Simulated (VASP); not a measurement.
# VASP inputs for CdS (rocksalt)

INCAR

```
LREAL = .FALSE.
NSW = 0
PREC = Accurate
LCHARG = .FALSE.
IBRION = -1
LASPH = .TRUE.
EDIFF = 1E-7
ISIF = 2
SIGMA = 0.01
GGA = PS
NELM = 120
ISMEAR = 0
LWAVE = .FALSE.
NBANDS = 16
ENCUT = 520
```

KPOINTS

```
KPOINTS created by Atomic Simulation Environment
0
Gamma
8 8 8
0 0 0
```

KPOINTS_OPT

```
special points
6
Reciprocal
0.0000000000 0.0000000000 0.0000000000 1
0.5000000000 0.0000000000 0.5000000000 1
0.5000000000 0.2500000000 0.7500000000 1
0.3750000000 0.3750000000 0.7500000000 1
0.5000000000 0.5000000000 0.5000000000 1
0.6250000000 0.2500000000 0.6250000000 1
```

POSCAR

```
Cd S
 1.0000000000000000
     0.0000000000000000    2.7267765444985561    2.7267765444985561
     2.7267765444985561    0.0000000000000000    2.7267765444985561
     2.7267765444985561    2.7267765444985561    0.0000000000000000
 Cd  S
   1   1
Cartesian
  0.0000000000000000  0.0000000000000000  0.0000000000000000
  2.7267765444985561  2.7267765444985561  2.7267765444985561
```

VASP ran with the recommended PBE PAW datasets (18 valence electrons in the cell).

Q: Predict the results.

A: gap between bands v and c 0.13 eV; least direct gap 1.60 eV; pressure -1.9 GPa.

Band v is the last that the valence electrons fill when counted band by band, and c is the next. Levels in eV from the top of v:

| point | v−1 | v | c | c+1 |
| --- | --- | --- | --- | --- |
| Γ | -0.77 | -0.77 | 0.83 | 9.15 |
| X | -2.21 | -2.21 | 0.13 | 5.89 |
| W | -3.31 | -2.96 | 3.39 | 6.62 |
| K | -3.63 | -1.45 | 2.02 | 6.51 |
| L | 0.00 | 0.00 | 3.35 | 5.79 |
